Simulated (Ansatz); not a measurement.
This guess for Si is about to be relaxed.

```cif
data_structure
_symmetry_space_group_name_H-M 'I4/mmm'
_symmetry_Int_Tables_number 139
_cell_length_a 4.6057
_cell_length_b 4.6057
_cell_length_c 4.0226
_cell_angle_alpha 90.000
_cell_angle_beta 90.000
_cell_angle_gamma 90.000
_cell_volume 85.33
loop_
_atom_site_label
_atom_site_type_symbol
_atom_site_symmetry_multiplicity
_atom_site_Wyckoff_symbol
_atom_site_fract_x
_atom_site_fract_y
_atom_site_fract_z
_atom_site_occupancy
Si1 Si 4 e 0.00000 0.00000 0.26359 1
```

All numbers below come from DFT PBE, scalar-relativistic, plane waves, PAW in Ansatz. Cutoff 420 eV, Gaussian smearing, Γ-centred meshes. Cell and atoms relax first on a coarse mesh and then on a finer one. In between, the cell is made exact in the group found at 0.06 Å. In metals the finer mesh still leaves noise of several meV/atom or more. The steps can't lower the symmetry of their start. No spin polarisation.

A guess keeps its type if space group and coordination stay and the shape of the cell changes little (axis ratios within about 15 %, angles within 6°); the volume may change.

Problem. Will the relaxed cell still be of the starting type?

Solution. It doesn't keep its type. The symmetry goes from I4/mmm (No. 139) to Pm-3m (No. 221), and the primitive cell from 2 to 1 atom. The end has the simple cubic type. The volume per atom shrinks by 23.9 %, from 21.3 to 16.2 Å³. The shortest distance goes from 1.90 Å (Si–Si) to 2.53 Å (Si–Si). Counting neighbours within 15 % of an atom's shortest distance, the start has Si 2 and the end Si 6. In detail, at the end around Si lie 6 Si at 2.53 Å.

```
Si
1.0
     2.53234    0.00000    0.00000
     0.00000    2.53234    0.00000
     0.00000    0.00000    2.53234
Si
1
Cartesian
  1.2662 1.2662 1.2662
```

The last run used a 22×22×22 mesh for its 1-atom cell and Gaussian smearing of 0.10 eV. Symmetry constrained the relaxation, so the result can be a saddle point. Another cell of Si relaxed alike, in Fd-3m, lies 0.35 eV/atom lower, so this cell isn't the stable form at this level.
